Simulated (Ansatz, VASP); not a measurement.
# Cross-check of Al3GaAs4 (ordered alloy, x = 0.25, built in the cubic cell of 8 atoms (invented)) between VASP and Ansatz

One calculation is typed for both programs; each brings its own data sets. How far apart do they land? The cell is generated by rule, not measured, and may not be a known phase. The cell is taken from a series of runs on this material, whose earlier steps may have relaxed, scaled, displaced or heated it; both programs get it as it stands.

Main program and level: Ansatz 0.2.0; plane waves, with VASP 6.6.1 beside it; r2SCAN.

## Step 1: Set-up

It takes space group P-43m (No. 215, cubic). The conventional cell has a = 5.659 Å, b = 5.659 Å, c = 5.659 Å, α = 90.00°, β = 90.00°, γ = 90.00°. Ga has 4 As at 2.45 Å nearest. Nearest to Al lie 4 As at 2.45 Å. Nearest to As lie 1 Ga at 2.45 Å and 3 Al at 2.45 Å. Farther neighbours are not listed.

## Step 2: VASP: relaxation of cell and atoms, r2SCAN, pair 1

The relaxed volume is the usual yardstick between codes: in a stiff, nearly cubic crystal its relative difference is about their pressure difference at one cell divided by the bulk modulus.

Lines of VASP's logs that name or quote its potential files are left out, and so is its time.

Input file INCAR:

```
SYSTEM = Al3GaAs4
PREC = Accurate
ENCUT = 550
EDIFF = 1E-07
NELM = 120
ISMEAR = 0
SIGMA = 0.02
LREAL = .FALSE.
ALGO = Normal
METAGGA = R2SCAN
LASPH = .TRUE.
NBANDS = 29
LORBIT = 11
LWAVE = .FALSE.
LCHARG = .FALSE.
ISIF = 3
IBRION = 2
NSW = 80
EDIFFG = -0.005
GGA_COMPAT = .FALSE.
NELMIN = 4
EFERMI = MIDGAP
LMIXTAU = .TRUE.
KPAR = 2
```

Input file POSCAR:

```
Al3GaAs4
1.0
    5.6590000000      0.0000000000      0.0000000000
    0.0000000000      5.6590000000      0.0000000000
    0.0000000000      0.0000000000      5.6590000000
Ga Al As
1 3 4
Direct
    0.0000000000      0.0000000000      0.0000000000
    0.0000000000      0.5000000000      0.5000000000
    0.5000000000      0.0000000000      0.5000000000
    0.5000000000      0.5000000000      0.0000000000
    0.2500000000      0.2500000000      0.2500000000
    0.2500000000      0.7500000000      0.7500000000
    0.7500000000      0.2500000000      0.7500000000
    0.7500000000      0.7500000000      0.2500000000
```

Input file KPOINTS:

```
Automatic mesh
0
Gamma
4 4 4
0 0 0
```

Potentials, in the order of the species: Ga_d, Al and As (PBE family, release 64).

Command:

```sh
mpirun -np 2 vasp_std
```

Numbers of over 12 decimals in the logs are rounded to 6 here.

Output:

```text
[banner, memory and clock lines left out]
running    2 mpi-ranks, on    1 nodes
 distrk:  each k-point on    1 cores,    2 groups
 distr:  one band on    1 cores,    1 groups

 POSCAR found type information on POSCAR GaAlAs
 POSCAR found :  3 types and       8 ions
|                                                                             |
|               ----> ADVICE to this user running VASP <----                  |
|                                                                             |
|     You enforced a specific xc type in the INCAR file but a different       |
|     [... a line on the potential file left out ...]
|     I HOPE YOU KNOW WHAT YOU ARE DOING!                                     |
|                                                                             |

 LDA part: xc-table for (None), standard interpolation
 POSCAR, INCAR and KPOINTS ok, starting setup
 FFT: planning ... GRIDC
 FFT: planning ... GRID_SOFT
 FFT: planning ... GRID
 WAVECAR not read
 entering main loop
       N       E                     dE             d eps       ncg     rms          rms(c)
DAV:   1     0.191845778186E+03    0.19185E+03   -0.18579E+04   612   0.153E+03
DAV:   2    -0.677813826700E+02   -0.25963E+03   -0.24539E+03   657   0.325E+02
DAV:   3    -0.996351086464E+02   -0.31854E+02   -0.31152E+02   706   0.104E+02
DAV:   4    -0.100878452691E+03   -0.12433E+01   -0.12382E+01   729   0.213E+01
DAV:   5    -0.100904364006E+03   -0.25911E-01   -0.25891E-01   799   0.299E+00    0.831E+00
DAV:   6    -0.963783892057E+02    0.45260E+01   -0.25339E+00   765   0.139E+01    0.461E+00
DAV:   7    -0.940666301065E+02    0.23118E+01   -0.93491E-01   655   0.603E+00    0.213E+00
DAV:   8    -0.954010418033E+02   -0.13344E+01   -0.12174E+00   640   0.600E+00    0.720E-01
DAV:   9    -0.947507107452E+02    0.65033E+00   -0.20552E-01   615   0.369E+00    0.522E-01
DAV:  10    -0.950513318722E+02   -0.30062E+00   -0.12807E-01   615   0.218E+00    0.262E-01
DAV:  11    -0.951062538168E+02   -0.54922E-01   -0.47035E-02   653   0.152E+00    0.146E-01
DAV:  12    -0.951089994810E+02   -0.27457E-02   -0.42089E-03   660   0.534E-01    0.122E-01
DAV:  13    -0.951093907466E+02   -0.39127E-03   -0.87101E-04   661   0.229E-01    0.942E-02
DAV:  14    -0.951104353048E+02   -0.10446E-02   -0.70462E-04   663   0.202E-01    0.227E-02
DAV:  15    -0.951104437304E+02   -0.84257E-05   -0.14829E-04   667   0.103E-01    0.150E-02
DAV:  16    -0.951105622837E+02   -0.11855E-03   -0.71649E-05   653   0.772E-02    0.581E-03
DAV:  17    -0.951105356640E+02    0.26620E-04   -0.22662E-05   651   0.416E-02    0.573E-03
DAV:  18    -0.951105557393E+02   -0.20075E-04   -0.23679E-05   645   0.367E-02    0.186E-03
DAV:  19    -0.951105647293E+02   -0.89900E-05   -0.60155E-06   630   0.199E-02    0.581E-04
DAV:  20    -0.951105651025E+02   -0.37326E-06   -0.27482E-07   619   0.411E-03    0.308E-04
DAV:  21    -0.951105652196E+02   -0.11707E-06   -0.15623E-07   563   0.287E-03    0.176E-04
DAV:  22    -0.951105652602E+02   -0.40636E-07   -0.30890E-08   365   0.114E-03
   1 F= -.95110565E+02 E0= -.95110565E+02  d E =-.951106E+02
[...]
2 F= -.95113047E+02 E0= -.95113047E+02  d E =-.248193E-02
[...]
3 F= -.95114049E+02 E0= -.95114049E+02  d E =-.348373E-02
[...]
4 F= -.95114046E+02 E0= -.95114046E+02  d E =-.348059E-02
[...]
5 F= -.95114253E+02 E0= -.95114253E+02  d E =-.206857E-03
 trial-energy change:   -0.000207  1 .order   -0.000210   -0.000301   -0.000118
 step:   1.6597(harm=  1.5349)  dis= 0.00192  next Energy=   -95.114297 (dE=-0.251E-03)
 bond charge predicted
       N       E                     dE             d eps       ncg     rms          rms(c)
DAV:   1    -0.951142536990E+02   -0.92962E-06   -0.43721E-03   600   0.305E-01    0.202E-02
DAV:   2    -0.951142868833E+02   -0.33184E-04   -0.28893E-04   705   0.845E-02    0.106E-02
DAV:   3    -0.951142876220E+02   -0.73876E-06   -0.92216E-06   787   0.220E-02    0.637E-03
DAV:   4    -0.951142873093E+02    0.31269E-06   -0.20453E-06   745   0.785E-03    0.191E-03
DAV:   5    -0.951142868427E+02    0.46662E-06   -0.40154E-07   681   0.496E-03    0.670E-04
DAV:   6    -0.951142867232E+02    0.11951E-06   -0.33841E-07   620   0.470E-03    0.719E-04
DAV:   7    -0.951142868019E+02   -0.78648E-07   -0.73714E-08   338   0.238E-03
   6 F= -.95114287E+02 E0= -.95114287E+02  d E =-.240953E-03
 curvature:  -0.76 expect dE=-0.188E-05 dE for cont linesearch -0.168E-05
 trial: gam= 0.00000 g(F)=  0.203E-05 g(S)=  0.433E-06 ort =-0.272E-04 (trialstep = 0.108E+01)
 search vector abs. value=  0.246E-05
 reached required accuracy - stopping structural energy minimisation
```

From OUTCAR (step 2):

```text
ion  position               nearest neighbor table
   1  0.000  0.000  0.000-   5 2.45   6 2.45   7 2.45   8 2.45
   2  0.000  0.500  0.500-   5 2.45   6 2.45   7 2.45   8 2.45
   3  0.500  0.000  0.500-   5 2.45   6 2.45   7 2.45   8 2.45
   4  0.500  0.500  0.000-   5 2.45   6 2.45   7 2.45   8 2.45
   5  0.250  0.250  0.250-   1 2.45   2 2.45   3 2.45   4 2.45
   6  0.250  0.750  0.750-   1 2.45   2 2.45   3 2.45   4 2.45
   7  0.750  0.250  0.750-   1 2.45   2 2.45   3 2.45   4 2.45
   8  0.750  0.750  0.250-   1 2.45   2 2.45   3 2.45   4 2.45

  LATTYP: Found a simple cubic cell.
 ALAT       =     5.6590000000

 Subroutine GETGRP returns: Found 24 space group operations
 (whereof 24 operations were pure point group operations)

The static configuration has the point symmetry T_d .

 Found     10 irreducible k-points:

   k-points           NKPTS =     10   k-points in BZ     NKDIM =     10   number of bands    NBANDS=     29

   dimension x,y,z NGX =    48 NGY =   48 NGZ =   48
   dimension x,y,z NGXF=    96 NGYF=   96 NGZF=   96

   ENCUT  =  550.0 eV  40.42 Ry    6.36 a.u.  10.82 10.82 10.82*2*pi/ulx,y,z

   NELECT =      42.0000    total number of electrons

 k-points in reciprocal lattice and weights: Automatic mesh
   0.00000000  0.00000000  0.00000000       0.016
   0.25000000  0.00000000  0.00000000       0.094
   0.50000000  0.00000000  0.00000000       0.047
   0.25000000  0.25000000  0.00000000       0.188
   0.50000000  0.25000000  0.00000000       0.188
   0.50000000  0.50000000  0.00000000       0.047
   0.25000000  0.25000000  0.25000000       0.125
   0.50000000  0.25000000  0.25000000       0.188
   0.50000000  0.50000000  0.25000000       0.094
   0.50000000  0.50000000  0.50000000       0.016

 average (electrostatic) potential at core
       1 -71.0352       2 -79.3867       3 -79.3867       4 -79.3867       5 -54.3483
       6 -54.3483       7 -54.3483       8 -54.3483

 E-fermi :   4.3320

 k-point     1 :       0.0000    0.0000    0.0000
  band No.  band energies     occupation
    ...
     17       1.2427      2.00000
     18       1.2427      2.00000
     19       3.5791      2.00000
     20       3.5791      2.00000
     21       3.5791      2.00000
     22       5.2625      0.00000
     23       5.4014      0.00000
     24       5.4014      0.00000
     25       5.4014      0.00000
     26       6.1234      0.00000
    ...

 k-point     2 :       0.2500    0.0000    0.0000
  band No.  band energies     occupation
    ...
     17       1.4740      2.00000
     18       1.4740      2.00000
     19       2.1541      2.00000
     20       3.0475      2.00000
     21       3.0475      2.00000
     22       5.5997      0.00000
     23       6.3360      0.00000
     24       6.4708      0.00000
     25       6.4708      0.00000
     26       7.0413      0.00000
    ...

 k-point     3 :       0.5000    0.0000    0.0000
  band No.  band energies     occupation
    ...
     17       0.6093      2.00000
     18       2.0840      2.00000
     19       2.0840      2.00000
     20       2.1925      2.00000
     21       2.1925      2.00000
     22       6.2555      0.00000
     23       6.4841      0.00000
     24       7.5308      0.00000
     25       7.7019      0.00000
     26       8.3735      0.00000
    ...

  Total        0.0048939      0.0048939      0.0048939      0.0000000      0.0000000      0.0000000
  in kB        0.0428928      0.0428928      0.0428928      0.0000000      0.0000000      0.0000000
  external PRESSURE =       0.0428928 kB  Pullay stress =       0.0000000 kB

  energy-cutoff  :      550.00
  volume of cell :      182.80
      direct lattice vectors                 reciprocal lattice vectors
     5.675360107  0.000000000  0.000000000     0.176200273 -0.000000000 -0.000000000
     0.000000000  5.675360107 -0.000000000    -0.000000000  0.176200273  0.000000000
     0.000000000 -0.000000000  5.675360107    -0.000000000  0.000000000  0.176200273

 POSITION                                       TOTAL-FORCE (eV/Angst)
 -----------------------------------------------------------------------------------
      0.00000      5.67536     -0.00000        -0.000000      0.000000      0.000000
      0.00000      2.83768      2.83768        -0.000000      0.000000      0.000000
      2.83768      5.67536      2.83768        -0.000000      0.000000      0.000000
      2.83768      2.83768      0.00000        -0.000000      0.000000      0.000000
      1.42197      1.42197      1.42197        -0.001871     -0.001871     -0.001871
      1.42197      4.25339      4.25339        -0.001871      0.001871      0.001871
      4.25339      1.42197      4.25339         0.001871     -0.001871      0.001871
      4.25339      4.25339      1.42197         0.001871      0.001871     -0.001871
 -----------------------------------------------------------------------------------
    total drift:                                0.000000      0.000000      0.000000

  FREE ENERGIE OF THE ION-ELECTRON SYSTEM (eV)
  ---------------------------------------------------
  free  energy   TOTEN  =       -95.1142868019 eV

  energy  without entropy=      -95.1142868019  energy(sigma->0) =      -95.11428680

 reached required accuracy - stopping structural energy minimisation

 total charge
# of ion       s       p       d       tot
------------------------------------------
    1        0.841   0.769   9.998  11.607
    2        0.400   0.378   0.000   0.777
    3        0.400   0.378   0.000   0.777
    4        0.400   0.378   0.000   0.777
    5        1.192   1.707   0.027   2.925
    6        1.192   1.707   0.027   2.925
    7        1.192   1.707   0.027   2.925
    8        1.192   1.707   0.027   2.925
--------------------------------------------------
tot          6.807   8.730  10.104  25.640

[... 3 further parts left out ...]
```

[end of part 1 of 2]

[Lines on the potential files, build, host, timing and source positions are cut from VASP's logs without a mark.]

[Logs are printed without paths, hosts, clocks, repeated set-up lines and the standing remarks that a program may print on its own settings, such as how far it seeks lower states.]

[Hosts, paths, dates, database ids (printed as entryN), source tags and the programs' standing remarks are cut or masked in the printed files.]
